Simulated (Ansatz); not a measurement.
Crystal: Te2Mo.

```
CELL_PARAMETERS angstrom
6.34645 0.00000 0.00000
0.00000 3.49422 0.00000
-0.54903 0.00000 14.85616
ATOMIC_POSITIONS crystal
Te 0.06309 0.50000 0.40139
Te 0.93626 0.00000 0.59892
Te 0.56720 0.00000 0.36206
Te 0.43254 0.50000 0.63827
Te 0.09105 0.00000 0.13792
Te 0.90945 0.50000 0.86175
Te 0.58109 0.50000 0.09855
Te 0.41935 0.00000 0.90115
Mo 0.31969 0.00000 0.50683
Mo 0.67978 0.50000 0.49352
Mo 0.18149 0.50000 0.00653
Mo 0.81900 0.00000 0.99309
```

The cell is a database's computed one.

- Program: Ansatz 0.2.0
- Task: relaxation of cell and atoms
- Functional: PBEsol
- Dispersion: D4
- Potentials or basis: Ansatz PAW
- Cutoff: 420 eV (not typed: the program's choice for these potentials)
- k mesh: 4 × 8 × 2
- Occupations: fermi-dirac, width 0.05 eV
- Spin: no spin polarisation

At the start: volume 27.45 Å³/atom.

**Question.** Where does the relaxation end?

**Answer.** It ends after 10 steps and the volume is 23.56 Å³/atom (-14.2 %); space group P2_1/m (No. 11, to 0.05 Å).

The path:
```tsv
step	energy change (eV)	largest force (eV/Å)	volume (Å³)
1	0.0000	0.2412	329.45
2	-0.1161	0.8405	293.26
3	-0.4939	0.2920	286.67
4	-0.6431	0.4805	284.34
5	-0.6572	0.1743	283.27
6	-0.6638	0.1014	284.48
7	-0.6724	0.0830	283.31
8	-0.6737	0.0487	282.66
9	-0.6748	0.0088	282.69
10	-0.6682	0.0087	282.69
```

Final structure:
```
Te Mo
1.0
     6.29821    0.00000   -0.06889
     0.00000    3.43959    0.00000
    -0.70612    0.00000   13.05678
Te Mo
8 4
Direct
  0.05504 0.50000 0.39259
  0.94498 0.00000 0.60741
  0.55902 0.00000 0.34371
  0.44100 0.50000 0.65629
  0.09438 0.00000 0.15689
  0.90560 0.50000 0.84311
  0.58639 0.50000 0.10694
  0.41360 0.00000 0.89306
  0.31940 0.00000 0.50622
  0.68061 0.50000 0.49378
  0.18240 0.50000 0.00774
  0.81758 0.00000 0.99227
```

Caveat: the plane-wave basis is chosen anew once the cell has moved, so the energies of steps on either side of that aren't comparable; the PAW data sets come from PBE, with cores solved anew for the run's functional, which leaves a small shift of forces and pressure.
